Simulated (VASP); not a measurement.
Input of a VASP 6.6.1 run:

Contents of INCAR:

```
PREC = Accurate
ENCUT = 520
EDIFF = 1E-6
ISMEAR = 0
SIGMA = 0.05
LREAL = False
LASPH = True
NELM = 60
ALGO = Normal
ISIF = 2
LWAVE = False
LCHARG = False
GGA = PE
NBANDS = 14
```

The input KPOINTS:

```
Automatic mesh
0
Gamma
  6 6 6
```

Contents of POSCAR:

```
HfC
1.0
    2.8992608694      0.0000000000      0.0000000000
    0.0000000000      2.8992608694      0.0000000000
    0.0000000000      0.0000000000      2.8992608694
Hf C
1 1
Direct
    0.0000000000      0.0000000000      0.0000000000
    0.5000000000      0.5000000000      0.5000000000
```

Potentials or basis: VASP PAW PBE potentials, release 64 (Hf_pv, C).

Command:

```console
$ cat potpaw_PBE.64/Hf_pv/POTCAR potpaw_PBE.64/C/POTCAR > POTCAR
$ mpirun -np 1 vasp_std > vasp.out
```

Problem. Predict the band gap on the k mesh.

Solution. None (metal or under the smearing width).

Problem. What does it give for the pressure?

Solution. -0.9 GPa.

Caveat: the k mesh is coarse (spacing up to 0.36 Å⁻¹), so the values aren't converged. The run has no spin-orbit coupling, so splittings on Hf are missing.
